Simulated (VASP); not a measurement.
# HgTe (F-43m) in VASP: elastic constants with r2SCAN

Aim: the elastic constants of HgTe with r2SCAN.

All numbers are computed with VASP 6.6.1; they aren't measurements. Logs are shortened: lines on timing, memory, paths and dates and some standing lists are left out, and cuts for length are marked.

**1. Starting point**

Symmetry: F-43m, No. 216, cubic system. The conventional cell has a = 6.429 Å, b = 6.429 Å, c = 6.429 Å, α = 90.00°, β = 90.00°, γ = 90.00°. Hg (site symmetry -43m) has 4 Te at 2.78 Å as nearest neighbours. Around Te (site symmetry -43m) lie 4 Hg at 2.78 Å.

**2. Elastic constants, r2SCAN**

Contents of POSCAR:

```
HgTe
1.0
    0.0000000000      3.2145000000      3.2145000000
    3.2145000000      0.0000000000      3.2145000000
    3.2145000000      3.2145000000      0.0000000000
Hg Te
1 1
Direct
    0.0000000000      0.0000000000      0.0000000000
    0.2500000000      0.2500000000      0.2500000000
```

Contents of INCAR.step1:

```
PREC = Accurate
ENCUT = 600
EDIFF = 1E-8
ISMEAR = 0
SIGMA = 0.02
LREAL = F
LASPH = T
NELM = 80
ALGO = Normal
ISIF = 3
LWAVE = F
LCHARG = F
METAGGA = R2SCAN
LMIXTAU = T
IBRION = 2
NSW = 40
EDIFFG = -0.002
```

Contents of INCAR.step2:

```
PREC = Accurate
ENCUT = 600
EDIFF = 1E-8
ISMEAR = 0
SIGMA = 0.02
LREAL = F
LASPH = T
NELM = 80
ALGO = Normal
ISIF = 3
LWAVE = F
LCHARG = F
METAGGA = R2SCAN
LMIXTAU = T
IBRION = 6
NFREE = 2
POTIM = 0.015
NSW = 1
```

Contents of KPOINTS:

```
Automatic mesh
0
Gamma
  6 6 6
```

Potentials or basis: VASP PAW PBE potentials, release 64 (Hg, Te).

Command:

```bash
$ cat potpaw_PBE.64/Hg/POTCAR potpaw_PBE.64/Te/POTCAR > POTCAR
$ cp INCAR.step1 INCAR
$ mpirun -np 1 vasp_std > vasp.out
$ cp CONTCAR POSCAR
$ cp INCAR.step2 INCAR
$ mpirun -np 1 vasp_std > vasp.out
```

OUTCAR:

```text
PREC = Accurate
   ENCUT = 600
   EDIFF = 1E-8
   ISMEAR = 0
   LREAL = F
   LASPH = T
   NELM = 80
   ISIF = 3
   METAGGA = R2SCAN
   IBRION = 6
   NFREE = 2
   POTIM = 0.015
   NSW = 1

 ion  position               nearest neighbor table
   1  0.000  0.000  0.000-   2 2.85   2 2.85   2 2.85   2 2.85
   2  0.250  0.250  0.250-   1 2.85   1 2.85   1 2.85   1 2.85

  LATTYP: Found a face centered cubic cell.
 ALAT       =     6.5798782514

  Lattice vectors:

 A1 = (   0.0000000000,   3.2899391257,   3.2899391257)
 A2 = (   3.2899391257,   0.0000000000,   3.2899391257)
 A3 = (   3.2899391257,   3.2899391257,   0.0000000000)

Analysis of symmetry for initial positions (statically):
=====================================================================
 Subroutine PRICEL returns:
 Original cell was already a primitive cell.

 Routine SETGRP: Setting up the symmetry group for a
 face centered cubic supercell.

 Subroutine GETGRP returns: Found 24 space group operations
 (whereof 24 operations were pure point group operations)
 out of a pool of 48 trial point group operations.

The static configuration has the point symmetry T_d .

Analysis of symmetry for dynamics (positions and initial velocities):
=====================================================================
 Subroutine PRICEL returns:
 Original cell was already a primitive cell.

 Routine SETGRP: Setting up the symmetry group for a
 face centered cubic supercell.

 Subroutine GETGRP returns: Found 24 space group operations
 (whereof 24 operations were pure point group operations)
 out of a pool of 48 trial point group operations.

The dynamic configuration has the point symmetry T_d .

 Subroutine INISYM returns: Found 24 space group operations
 (whereof 24 operations are pure point group operations),
 and found     1 'primitive' translations

[... 713 lines left out ...]
      8       0.4576      2.00000
      9       1.0476      2.00000
     10       4.3136      0.00000
     11       7.0897      0.00000
     12       8.4858      0.00000
     13       8.9836      0.00000

 [... further k-points ...]

------------------------ aborting loop because EDIFF is reached ----------------------------------------

  FORCE on cell =-STRESS in cart. coord.  units (eV):
  Direction    XX          YY          ZZ          XY          YZ          ZX
  --------------------------------------------------------------------------------------
  -------------------------------------------------------------------------------------
  Total        0.0060222      0.0077934      0.0077934      0.0000000      0.0649660      0.0000000
  in kB        0.1354801      0.1753254      0.1753254      0.0000000      1.4615149      0.0000000
  external PRESSURE =       0.1620436 kB  Pullay stress =       0.0000000 kB
[... 17 lines left out ...]
  FREE ENERGIE OF THE ION-ELECTRON SYSTEM (eV)
  ---------------------------------------------------
  free  energy   TOTEN  =       -75.1538107963 eV

  energy  without entropy=      -75.1536773643  energy(sigma->0) =      -75.15374408

 INTERNAL STRAIN TENSORS FROM STRAINED CELLS
 ============================================

 INTERNAL STRAIN TENSOR FOR ION    1 for displacements in x,y,z  (eV/Angst):
          X           Y           Z          XY          YZ          ZX
  --------------------------------------------------------------------------------
  x    -0.00000    -0.00000    -0.00000     0.00000     4.27616    -0.00000
  y     0.00000    -0.00000    -0.00000     0.00000    -0.00000     4.27617
  z     0.00000     0.00000     0.00000     4.27620    -0.00000     0.00000

 INTERNAL STRAIN TENSORS FROM DISPLACED ATOMS
 ============================================

 INTERNAL STRAIN TENSOR FOR ION    1 for displacements in x,y,z  (eV/Angst):
          X           Y           Z          XY          YZ          ZX
  --------------------------------------------------------------------------------
  x    -0.00000     0.00000     0.00000     0.00000     4.33115     0.00000
  y     0.00000     0.00000     0.00000     0.00000     0.00000     4.33115
  z     0.00000     0.00000    -0.00000     4.33115     0.00000     0.00000

 INTERNAL STRAIN TENSOR FOR ION    2 for displacements in x,y,z  (eV/Angst):
          X           Y           Z          XY          YZ          ZX
  --------------------------------------------------------------------------------
  x     0.00000     0.00000     0.00000     0.00000    -4.33086     0.00000
  y     0.00000    -0.00000     0.00000     0.00000     0.00000    -4.33086
  z     0.00000     0.00000     0.00000    -4.33086     0.00000     0.00000

 Eigenvectors and eigenvalues of the dynamical matrix
 ----------------------------------------------------

   1 f  =    2.976616 THz    18.702631 2PiTHz   99.289230 cm-1    12.310290 meV
             X         Y         Z           dx          dy          dz
      0.000000  0.000000  0.000000    -0.599500   -0.170958    0.000000
      1.644970  1.644970  1.644970     0.751927    0.214426    0.000000
[... 21 lines left out ...]
   6 f/i=    0.000525 THz     0.003302 2PiTHz    0.017528 cm-1     0.002173 meV
             X         Y         Z           dx          dy          dz
      0.000000  0.000000  0.000000     0.000000    0.000000    0.781903
      1.644970  1.644970  1.644970     0.000000    0.000000    0.623400

--------------------------------------------------------------------------------------------------------

 ELASTIC MODULI CONTR FROM IONIC RELAXATION (kBar)
 Direction    XX          YY          ZZ          XY          YZ          ZX
 --------------------------------------------------------------------------------
 XX          -0.0000     -0.0000     -0.0000      0.0000      0.0000      0.0000
 YY          -0.0000     -0.0000     -0.0000      0.0000      0.0000     -0.0000
 ZZ          -0.0000     -0.0000     -0.0000      0.0000      0.0000      0.0000
 XY           0.0000      0.0000      0.0000   -149.2626      0.0000      0.0000
 YZ           0.0000      0.0000      0.0000      0.0000   -149.2626      0.0000
 ZX           0.0000     -0.0000      0.0000      0.0000      0.0000   -149.2626
 --------------------------------------------------------------------------------

 TOTAL ELASTIC MODULI (kBar)
 Direction    XX          YY          ZZ          XY          YZ          ZX
 --------------------------------------------------------------------------------
 XX         483.9440    358.5819    358.5819     -0.0000     -0.0000     -0.0000
 YY         358.5819    483.9440    358.5819      0.0000     -0.0000      0.0000
 ZZ         358.5819    358.5819    483.9440      0.0000      0.0000      0.0000
 XY          -0.0000      0.0000      0.0000    168.1190      0.0000      0.0000
 YZ          -0.0000     -0.0000      0.0000      0.0000    168.1190      0.0000
 ZX          -0.0000      0.0000      0.0000      0.0000      0.0000    168.1190
 --------------------------------------------------------------------------------
```

OUTCAR.step1:

```text
PREC = Accurate
   ENCUT = 600
   EDIFF = 1E-8
   ISMEAR = 0
   LREAL = F
   LASPH = T
   NELM = 80
   ISIF = 3
   METAGGA = R2SCAN
   IBRION = 2
   NSW = 40
   EDIFFG = -0.002
[... 381 lines left out ...]
      1      -9.7063      2.00000
      2      -5.0238      2.00000
      3      -5.0238      2.00000
      4      -5.0238      2.00000
      5      -4.5175      2.00000
      6      -4.5175      2.00000
      7       1.7624      2.00000
      8       2.3156      1.33334
      9       2.3156      1.33334
     10       2.3156      1.33332
     11       6.9800      0.00000
     12       6.9800      0.00000
     13       6.9800      0.00000
[... 267 lines left out ...]
  FREE ENERGIE OF THE ION-ELECTRON SYSTEM (eV)
  ---------------------------------------------------
  free  energy   TOTEN  =       -75.1535351683 eV

  energy  without entropy=      -75.1533923328  energy(sigma->0) =      -75.15346375

 reached required accuracy - stopping structural energy minimisation
```

OSZICAR.step1:

```text
N       E                     dE             d eps       ncg     rms          rms(c)
DAV:   1     0.454329533096E+02    0.45433E+02   -0.91134E+03   416   0.138E+03
DAV:   2    -0.751876261115E+02   -0.12062E+03   -0.11375E+03   426   0.288E+02
DAV:   3    -0.801834090592E+02   -0.49958E+01   -0.49081E+01   531   0.609E+01
[... 91 lines left out ...]
DAV:   6    -0.751535350971E+02    0.11263E-06   -0.54310E-08   416   0.255E-03    0.221E-04
DAV:   7    -0.751535351656E+02   -0.68460E-07   -0.52997E-08   426   0.269E-03    0.146E-04
DAV:   8    -0.751535351527E+02    0.12888E-07   -0.10853E-08   288   0.116E-03    0.662E-05
DAV:   9    -0.751535351689E+02   -0.16184E-07   -0.16158E-09   208   0.358E-04    0.527E-05
DAV:  10    -0.751535351683E+02    0.59458E-09   -0.21639E-10   208   0.189E-04
   6 F= -.75153535E+02 E0= -.75153464E+02  d E =-.123805E-04
```

It took 76 min on 1 thread of Intel Xeon Platinum 8259CL at 2.50GHz (Skylake/Cascade Lake), shared host; peak memory 0.37 GiB.

What came out:

| Quantity | Value |
| --- | --- |
| Relaxed volume | 35.61 Å³/atom |
| Relaxed cell | a = 4.653 Å, b = 4.653 Å, c = 4.653 Å, α = 60.00°, β = 60.00°, γ = 60.00° |
| Space group after relaxing (to 0.05 Å) | F-43m (No. 216) |
| Elastic constants C11, C12, C44 | 48, 36, 17 GPa |
| Voigt bulk modulus | 40 GPa |
| Highest phonon frequency at Γ, LO-TO splitting left out | 99 cm⁻¹ |

Step by step:
```csv
step,energy change (eV),largest force (eV/Å),pressure (GPa),volume (Å³)
1,0.0000,0.0000,3.33,66.43
2,-0.0392,0.0000,-1.07,73.30
3,-0.0463,0.0000,0.01,71.20
4,-0.0463,0.0000,-0.04,71.30
5,-0.0463,0.0000,0.01,71.21
6,-0.0463,0.0000,0.00,71.22
```

Final structure:
```
Hg Te
1.0
     0.00000    3.28994    3.28994
     3.28994    0.00000    3.28994
     3.28994    3.28994    0.00000
Hg Te
1 1
Direct
  0.00000 0.00000 0.00000
  0.25000 0.25000 0.25000
```

Phonon frequencies in cm⁻¹ (negative: imaginary):
| q point | frequencies |
| --- | --- |
| (0.000, 0.000, 0.000) | 0 0 0 99 99 99 |

Elastic tensor in Voigt notation (GPa, in the Cartesian axes of the cell as first typed):
```
48 36 36  0  0  0
36 48 36  0  0  0
36 36 48  0  0  0
 0  0  0 17  0  0
 0  0  0  0 17  0
 0  0  0  0  0 17
```

Clamped-ion elastic tensor (GPa):
```
48 36 36  0  0  0
36 48 36  0  0  0
36 36 48  0  0  0
 0  0  0 32  0  0
 0  0  0  0 32  0
 0  0  0  0  0 32
```

Caveat: the PAW data sets were made with another functional, which shifts forces and pressure a little. The run has no spin-orbit coupling, so splittings on Hg, Te are missing.
